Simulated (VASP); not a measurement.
# GaAs (F-43m) in VASP: notebook

Runs on GaAs. Level: PBE0(alpha). Tasks: single point.

All numbers are computed with VASP 6.6.1; they aren't measurements. Logs are shortened: lines on timing, memory, paths and dates and some standing lists are left out, and cuts for length are marked.

## 1. The crystal as given

Symmetry: F-43m, No. 216, cubic system. The conventional cell has a = 5.654 Å, b = 5.654 Å, c = 5.654 Å, α = 90.00°, β = 90.00°, γ = 90.00°. Around As (site symmetry -43m) lie 4 Ga at 2.45 Å. Ga (site symmetry -43m) is surrounded by 4 As at 2.45 Å.

## 2. Single point, PBE0(alpha)

POSCAR reads:

```
GaAs
1.0
    0.0000000000      2.8268500000      2.8268500000
    2.8268500000      0.0000000000      2.8268500000
    2.8268500000      2.8268500000      0.0000000000
As Ga
1 1
Direct
    0.7500000000      0.7500000000      0.7500000000
    0.0000000000      0.0000000000      0.0000000000
```

INCAR.step1 reads:

```
SYSTEM = GaAs
ALGO = Normal
EDIFF = 1E-5
ENCUT = 520
GGA = PE
ISIF = 2
ISMEAR = -1
LASPH = .TRUE.
LCHARG = .FALSE.
LREAL = .FALSE.
LWAVE = .TRUE.
NBANDS = 16
NELM = 80
PREC = Accurate
SIGMA = 0.05
```

INCAR.step2 reads:

```
SYSTEM = GaAs
AEXX = 0.05
ALGO = Normal
EDIFF = 1E-6
ENCUT = 520
GGA = PE
HFRCUT = -1
ISIF = 2
ISMEAR = -1
ISTART = 1
LASPH = .TRUE.
LCHARG = .FALSE.
LHFCALC = .TRUE.
LREAL = .FALSE.
LWAVE = .FALSE.
NBANDS = 16
NELM = 80
PREC = Accurate
PRECFOCK = Fast
SIGMA = 0.05
```

KPOINTS reads:

```
k-points
0
G
  4 4 4
  0 0 0
```

Potentials or basis: VASP PAW PBE potentials, release 64 (As, Ga_d).

Command:

```bash
$ cat potpaw_PBE.64/As/POTCAR potpaw_PBE.64/Ga_d/POTCAR > POTCAR
$ cp INCAR.step1 INCAR
$ mpirun -np 1 vasp_std > vasp.out
$ cp INCAR.step2 INCAR
$ mpirun -np 1 vasp_std > vasp.out
```

OUTCAR:

```text
SYSTEM = GaAs
   AEXX = 0.05
   EDIFF = 1E-6
   ENCUT = 520
   GGA = PE
   ISIF = 2
   ISMEAR = -1
   ISTART = 1
   LASPH = .TRUE.
   LHFCALC = .TRUE.
   LREAL = .FALSE.
   NELM = 80
   PREC = Accurate
   PRECFOCK = Fast

 ion  position               nearest neighbor table
   1  0.750  0.750  0.750-   2 2.45   2 2.45   2 2.45   2 2.45
   2  0.000  0.000  0.000-   1 2.45   1 2.45   1 2.45   1 2.45

  LATTYP: Found a face centered cubic cell.
 ALAT       =     5.6537000000

  Lattice vectors:

 A1 = (   0.0000000000,   2.8268500000,   2.8268500000)
 A2 = (   2.8268500000,   0.0000000000,   2.8268500000)
 A3 = (   2.8268500000,   2.8268500000,   0.0000000000)

Analysis of symmetry for initial positions (statically):
=====================================================================
 Subroutine PRICEL returns:
 Original cell was already a primitive cell.

 Routine SETGRP: Setting up the symmetry group for a
 face centered cubic supercell.

 Subroutine GETGRP returns: Found 24 space group operations
 (whereof 24 operations were pure point group operations)
 out of a pool of 48 trial point group operations.

The static configuration has the point symmetry T_d .

Analysis of symmetry for dynamics (positions and initial velocities):
=====================================================================
 Subroutine PRICEL returns:
 Original cell was already a primitive cell.

 Routine SETGRP: Setting up the symmetry group for a
 face centered cubic supercell.

 Subroutine GETGRP returns: Found 24 space group operations
 (whereof 24 operations were pure point group operations)
 out of a pool of 48 trial point group operations.

The dynamic configuration has the point symmetry T_d .

 Subroutine INISYM returns: Found 24 space group operations
 (whereof 24 operations are pure point group operations),
 and found     1 'primitive' translations

----------------------------------------------------------------------------------------

                                     Primitive cell

  volume of cell :      45.1792

  direct lattice vectors                    reciprocal lattice vectors
     0.000000000  2.826850000  2.826850000    -0.176875321  0.176875321  0.176875321
     2.826850000  0.000000000  2.826850000     0.176875321 -0.176875321  0.176875321
     2.826850000  2.826850000  0.000000000     0.176875321  0.176875321 -0.176875321
[... 73 lines left out ...]
   ISIF   =      2    stress and relaxation
   ISYM   =      3    0-nonsym 1-usesym 2-fastsym
   POTIM  = 0.5000    time-step for ionic-motion
   TEBEG  =    0.0;   TEEND  =   0.0 temperature during run
   PSTRESS=    0.0 pullay stress
   NELECT =      18.0000    total number of electrons
   NUPDOWN=      -1.0000    fix difference up-down
   EMIN   =  10.00;   EMAX   =-10.00  energy-range for DOS
   EFERMI =   0.00;   METHOD = LEGACY
   ISMEAR =    -1;   SIGMA  =   0.05  broadening in eV -4-tet -1-fermi 0-gaus
   EFERMI_NEDOS =   21; number of points for ismear=-14 and -15
   IALGO  =     38    algorithm
   IMIX   =      1    mixing-type and parameters
     AMIX     =   0.40;   BMIX     =  1.00
     AMIX_MAG =   1.60;   BMIX_MAG =  1.00
  volume/ion in A,a.u.               =      22.59       152.44
  Fermi-wavevector in a.u.,A,eV,Ry     =   1.204628  2.276417 19.743799  1.451128
  Thomas-Fermi vector in A             =   2.340347
   LORBIT       =      0    0 simple, 1 ext, 2 COOP (PROOUT), +10 PAW based schemes
   GGA     = PE    functional components
   LHFCALC =     T    Hartree Fock is set to
   PRECFOCK=fast      Normal, Fast or Accurate (Low or Medium for compatibility)
   ENCUT4O =  -1.0   cutoff for four orbital integrals eV
   NKREDX  =     1    reduce k-point grid by
   NKREDY  =     1    reduce k-point grid by
   NKREDZ  =     1    reduce k-point grid by
   AEXX    =    0.0500 exact exchange contribution
   HFSCREEN=    0.0000 screening length (either q_TF or 0.3 A-1)
   HFSCREENC=   0.0000 screening length for correlation (either q_TF or 0.3 A-1)
   ENCUTFOCK=  -1.0 apply spherical cutoff to Coloumb kernel
   IVDW    =     0    specifies the selected vdW correction
   LEPSILON=     F    determine dielectric tensor
   LRPA    =     F    only Hartree local field effects (RPA)
 non-spin polarized calculation
  energy-cutoff  :      520.00
  volume of cell :       45.18
 maximum number of plane-waves:      1243
 NGX is ok and might be reduce to    30
  NGX = 18; NGY = 18; NGZ = 18

 number of electron      17.9999995 magnetization

 Free energy of the ion-electron system (eV)
  ---------------------------------------------------
  ext. energy  EPLUGINS =         0.00000000
  ---------------------------------------------------
  free energy    TOTEN  =        -8.56086563 eV

  energy without entropy =       -8.56085230  energy(sigma->0) =       -8.56085897

 E-fermi :   4.2641     XC(G=0):  -9.1614

 val. band max:        3.8251903480   @ k =   0.0000   0.0000   0.0000
 cond. band min:       4.6480518211   @ k =   0.0000   0.0000   0.0000
 fundamental gap:      0.8228614731
 Fermi energy:         4.2640805527

 k-point     1 :       0.0000    0.0000    0.0000
  band No.  band energies     occupation
      1     -11.5545      2.00000
      2     -11.5545      2.00000
      3     -11.5545      2.00000
      4     -11.4762      2.00000
      5     -11.4762      2.00000
      6      -9.1756      2.00000
[... 129 lines left out ...]
      3     -11.5111      2.00000
      4     -11.4870      2.00000
      5     -11.4723      2.00000
      6      -6.5438      2.00000
[... 8 lines left out ...]
     15      16.4056      0.00000
     16      17.5125      0.00000

------------------------ aborting loop because EDIFF is reached ----------------------------------------

  FORCE on cell =-STRESS in cart. coord.  units (eV):
  Direction    XX          YY          ZZ          XY          YZ          ZX
  --------------------------------------------------------------------------------------
  -------------------------------------------------------------------------------------
  Total        0.9101633      0.9101633      0.9101633     -0.0000000      0.0000000     -0.0000000
  in kB       32.2768865     32.2768865     32.2768865     -0.0000000      0.0000000     -0.0000000
  external PRESSURE =      32.2768865 kB  Pullay stress =       0.0000000 kB

 VOLUME and BASIS-vectors are now :
 -----------------------------------------------------------------------------
  energy-cutoff  :      520.00
  volume of cell :       45.18
      direct lattice vectors                 reciprocal lattice vectors
     0.000000000  2.826850000  2.826850000    -0.176875321  0.176875321  0.176875321
     2.826850000  0.000000000  2.826850000     0.176875321 -0.176875321  0.176875321
     2.826850000  2.826850000  0.000000000     0.176875321  0.176875321 -0.176875321

 POSITION                                       TOTAL-FORCE (eV/Angst)
 -----------------------------------------------------------------------------------
      4.24027      4.24027      4.24027        -0.000000     -0.000000     -0.000000
      0.00000      0.00000      0.00000         0.000000      0.000000      0.000000
 -----------------------------------------------------------------------------------
    total drift:                                0.000088      0.000074      0.000066

  FREE ENERGIE OF THE ION-ELECTRON SYSTEM (eV)
  ---------------------------------------------------
  free  energy   TOTEN  =        -8.5608656341 eV

  energy  without entropy=       -8.5608522988  energy(sigma->0) =       -8.56085897
```

OUTCAR.step1:

```text
SYSTEM = GaAs
   EDIFF = 1E-5
   ENCUT = 520
   GGA = PE
   ISIF = 2
   ISMEAR = -1
   LASPH = .TRUE.
[... 355 lines left out ...]
      4.24027      4.24027      4.24027         0.000000      0.000000      0.000000
      0.00000      0.00000      0.00000        -0.000000     -0.000000     -0.000000
 -----------------------------------------------------------------------------------
    total drift:                               -0.000002     -0.000002     -0.000002

  FREE ENERGIE OF THE ION-ELECTRON SYSTEM (eV)
  ---------------------------------------------------
  free  energy   TOTEN  =        -8.0731900789 eV

  energy  without entropy=       -8.0729884776  energy(sigma->0) =       -8.07308928
```

OSZICAR.step1:

```text
N       E                     dE             d eps       ncg     rms          rms(c)
DAV:   1     0.793223468253E+02    0.79322E+02   -0.89049E+03   272   0.152E+03
DAV:   2    -0.207630417923E+01   -0.81399E+02   -0.77542E+02   304   0.289E+02
DAV:   3    -0.817627724027E+01   -0.61000E+01   -0.60833E+01   312   0.624E+01
DAV:   4    -0.825753092860E+01   -0.81254E-01   -0.81248E-01   320   0.817E+00
DAV:   5    -0.825857266542E+01   -0.10417E-02   -0.10417E-02   320   0.872E-01    0.297E+00
DAV:   6    -0.809361006461E+01    0.16496E+00   -0.23797E-01   376   0.830E+00    0.180E+00
DAV:   7    -0.807099017325E+01    0.22620E-01   -0.76997E-02   352   0.192E+00    0.587E-01
DAV:   8    -0.807247385152E+01   -0.14837E-02   -0.12367E-02   288   0.126E+00    0.120E-01
DAV:   9    -0.807302438578E+01   -0.55053E-03   -0.11802E-03   296   0.421E-01    0.527E-02
DAV:  10    -0.807312172867E+01   -0.97343E-04   -0.97512E-05   336   0.101E-01    0.295E-02
DAV:  11    -0.807318996778E+01   -0.68239E-04   -0.95124E-05   280   0.755E-02    0.360E-03
DAV:  12    -0.807319007886E+01   -0.11108E-06   -0.15922E-06   256   0.170E-02
   1 F= -.80731901E+01 E0= -.80730893E+01  d E =-.201601E-03
```

Run time: 3.3 min. Hardware: 1 thread of Intel Xeon Platinum 8259CL at 2.50GHz (Skylake/Cascade Lake), shared host; peak memory 0.17 GiB.

What came out:

* Free energy: -8.5609 eV
* Pressure: 3.2 GPa
* Band gap on the k mesh: 0.82 eV, direct

Levels at points of the mesh, in eV from the valence-band top:
```tsv
k point	band 7	band 8	band 9	band 10	band 11	band 12
(0.00, 0.00, 0.00)	0.00	0.00	0.00	0.82	4.00	4.00
(0.50, 0.00, 0.00)	-6.79	-1.17	-1.17	1.27	4.91	4.91
(0.50, 0.50, 0.00)	-6.98	-2.74	-2.74	1.70	1.91	10.57
```

Caveat: the k mesh is coarse (spacing up to 0.48 Å⁻¹), so the values aren't converged, least of all with exact exchange; the PAW data sets were made with another functional, which shifts forces and pressure a little. A k mesh can miss the band edges.

## 3. Single point, PBE0(alpha)

POSCAR is that of step 2.

INCAR.step1 is that of step 2.

Changes to INCAR.step2 since step 2:

```diff
@@ -1,3 +1,3 @@
 SYSTEM = GaAs
-AEXX = 0.05
+AEXX = 0.1
 ALGO = Normal
```

KPOINTS is that of step 2.

Potentials or basis: VASP PAW PBE potentials, release 64 (As, Ga_d).

Command:

```bash
$ cat potpaw_PBE.64/As/POTCAR potpaw_PBE.64/Ga_d/POTCAR > POTCAR
$ cp INCAR.step1 INCAR
$ mpirun -np 1 vasp_std > vasp.out
$ cp INCAR.step2 INCAR
$ mpirun -np 1 vasp_std > vasp.out
```

Wall time 3.8 min (1 thread of Intel Xeon Platinum 8259CL at 2.50GHz (Skylake/Cascade Lake), shared host); peak memory 0.17 GiB.

Results (log left out):

```
Free energy            : -9.0563 eV
Pressure               : 2.6 GPa
Band gap on the k mesh : 1.14 eV, direct
```

Levels at points of the mesh, in eV from the valence-band top:
```
           k point  band 7  band 8  band 9  band 10  band 11  band 12
(0.00, 0.00, 0.00)    0.00    0.00    0.00     1.14     4.31     4.31
(0.50, 0.00, 0.00)   -6.92   -1.19   -1.19     1.56     5.23     5.23
(0.50, 0.50, 0.00)   -7.10   -2.80   -2.80     1.96     2.19    10.99
```

Caveat: the k mesh is coarse (spacing up to 0.48 Å⁻¹), so the values aren't converged, least of all with exact exchange; the PAW data sets were made with another functional, which shifts forces and pressure a little.

## 4. Single point, PBE0(alpha)

POSCAR is that of step 3.

INCAR.step1 is that of step 3.

Changes to INCAR.step2 since step 3:

```diff
@@ -1,3 +1,3 @@
 SYSTEM = GaAs
-AEXX = 0.1
+AEXX = 0.15
 ALGO = Normal
```

KPOINTS is that of step 3.

Command:

```bash
$ cat potpaw_PBE.64/As/POTCAR potpaw_PBE.64/Ga_d/POTCAR > POTCAR
$ cp INCAR.step1 INCAR
$ mpirun -np 1 vasp_std > vasp.out
$ cp INCAR.step2 INCAR
$ mpirun -np 1 vasp_std > vasp.out
```

It took 4.6 min on 1 thread of Intel Xeon Platinum 8259CL at 2.50GHz (Skylake/Cascade Lake), shared host; peak memory 0.18 GiB.

Results (log left out):

```
Free energy            : -9.5594 eV
Pressure               : 2.1 GPa
Band gap on the k mesh : 1.47 eV, direct
```

Levels at points of the mesh, in eV from the valence-band top:
| k point | band 6 | band 7 | band 8 | band 9 | band 10 | band 11 | band 12 | band 13 |
| --- | --- | --- | --- | --- | --- | --- | --- | --- |
| (0.00, 0.00, 0.00) | -13.54 | 0.00 | 0.00 | 0.00 | 1.47 | 4.62 | 4.62 | 4.62 |
| (0.50, 0.00, 0.00) | -11.66 | -7.04 | -1.21 | -1.21 | 1.86 | 5.54 | 5.54 | 8.71 |
| (0.50, 0.50, 0.00) | -10.86 | -7.22 | -2.85 | -2.85 | 2.23 | 2.47 | 11.42 | 11.42 |

Caveat: the k mesh is coarse (spacing up to 0.48 Å⁻¹), so the values aren't converged, least of all with exact exchange; the PAW data sets were made with another functional, which shifts forces and pressure a little.

## 5. Single point, PBE0(alpha)

POSCAR is that of step 4.

INCAR.step1 is that of step 4.

Changes to INCAR.step2 since step 4:

```diff
@@ -1,3 +1,3 @@
 SYSTEM = GaAs
-AEXX = 0.15
+AEXX = 0.2
 ALGO = Normal
```

KPOINTS is that of step 4.

Command:

```bash
$ cat potpaw_PBE.64/As/POTCAR potpaw_PBE.64/Ga_d/POTCAR > POTCAR
$ cp INCAR.step1 INCAR
$ mpirun -np 1 vasp_std > vasp.out
$ cp INCAR.step2 INCAR
$ mpirun -np 1 vasp_std > vasp.out
```

Run time: 4.5 min. Hardware: 1 thread of Intel Xeon Platinum 8259CL at 2.50GHz (Skylake/Cascade Lake), shared host; peak memory 0.17 GiB.

The run converged. Its results:

```yaml
Free_energy: -10.0700 eV
Pressure: 1.5 GPa
Band_gap_on_the_k_mesh: 1.81 eV, direct
```

Levels at points of the mesh, in eV from the valence-band top:
```tsv
k point	band 6	band 7	band 8	band 9	band 10	band 11	band 12	band 13
(0.00, 0.00, 0.00)	-13.80	0.00	0.00	0.00	1.81	4.94	4.94	4.94
(0.50, 0.00, 0.00)	-11.89	-7.16	-1.23	-1.23	2.17	5.86	5.86	9.04
(0.50, 0.50, 0.00)	-11.08	-7.34	-2.90	-2.90	2.50	2.76	11.85	11.85
```

Caveat: the k mesh is coarse (spacing up to 0.48 Å⁻¹), so the values aren't converged, least of all with exact exchange; the PAW data sets were made with another functional, which shifts forces and pressure a little. A k mesh can miss the band edges.

## 6. Single point, PBE0(alpha)

POSCAR is that of step 5.

INCAR.step1 is that of step 5.

Changes to INCAR.step2 since step 5:

```diff
@@ -1,3 +1,3 @@
 SYSTEM = GaAs
-AEXX = 0.2
+AEXX = 0.25
 ALGO = Normal
```

KPOINTS is that of step 5.

Potentials or basis: VASP PAW PBE potentials, release 64 (As, Ga_d).

Command:

```bash
$ cat potpaw_PBE.64/As/POTCAR potpaw_PBE.64/Ga_d/POTCAR > POTCAR
$ cp INCAR.step1 INCAR
$ mpirun -np 1 vasp_std > vasp.out
$ cp INCAR.step2 INCAR
$ mpirun -np 1 vasp_std > vasp.out
```

Wall time 4.5 min (1 thread of Intel Xeon Platinum 8259CL at 2.50GHz (Skylake/Cascade Lake), shared host); peak memory 0.17 GiB.

The run converged. Its results:

```
Free energy            : -10.5881 eV
Pressure               : 1.0 GPa
Band gap on the k mesh : 2.15 eV, direct
```

Levels at points of the mesh, in eV from the valence-band top:
```tsv
k point	band 6	band 7	band 8	band 9	band 10	band 11	band 12	band 13
(0.00, 0.00, 0.00)	-14.06	0.00	0.00	0.00	2.15	5.25	5.25	5.25
(0.50, 0.00, 0.00)	-12.12	-7.28	-1.25	-1.25	2.48	6.18	6.18	9.37
(0.50, 0.50, 0.00)	-11.29	-7.46	-2.94	-2.94	2.77	3.05	12.28	12.28
```

Caveat: the k mesh is coarse (spacing up to 0.48 Å⁻¹), so the values aren't converged, least of all with exact exchange; the PAW data sets were made with another functional, which shifts forces and pressure a little. A k mesh can miss the band edges.

## 7. Summary

| share of exact exchange | gap on the mesh (eV) | pressure (GPa) |
| --- | --- | --- |
| 0.05 | 0.82 | 3.2 |
| 0.1 | 1.14 | 2.6 |
| 0.15 | 1.47 | 2.1 |
| 0.2 | 1.81 | 1.5 |
| 0.25 | 2.15 | 1.0 |

Alike in all rows: task single point; level PBE0(alpha); potentials or basis VASP PAW PBE potentials, release 64 (As, Ga_d); no spin polarisation; cell as given; k mesh 4 × 4 × 4; cutoff (eV) 520; smearing fermi-dirac 0.05 eV; the mesh is coarse, so values aren't converged.

Caveats: all runs use coarse meshes; the PAW data sets were made with another functional, which shifts forces and pressure a little.

Absolute energies hang on the potentials; compare differences alone.
